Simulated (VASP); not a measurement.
The system is GeS.

```
Ge S
1.0
    10.65745    0.00000    0.00000
     0.00000    3.68424    0.00000
     0.00000    0.00000    4.34935
Ge S
4 4
Direct
  0.12473 0.25000 0.13269
  0.37527 0.75000 0.63269
  0.62473 0.25000 0.36731
  0.87527 0.75000 0.86731
  0.84950 0.25000 0.49643
  0.65050 0.75000 0.99643
  0.34950 0.25000 0.00357
  0.15050 0.75000 0.50357
```

Program: VASP 6.6.1. Alike in all runs: potentials or basis VASP PAW PBE potentials, release 64 (Ge_d, S); no spin polarisation; cell as given; k mesh 4 × 8 × 6; cutoff (eV) 520; smearing gaussian 0.03 eV.

Question: Order these runs on this cell by their band gap on the k mesh, lowest first.
A. level TB-mBJ
B. level r2SCAN
C. level PBE

Answer: C (1.22 eV), B (1.41 eV), A (1.68 eV).

A k mesh can miss the band edges.
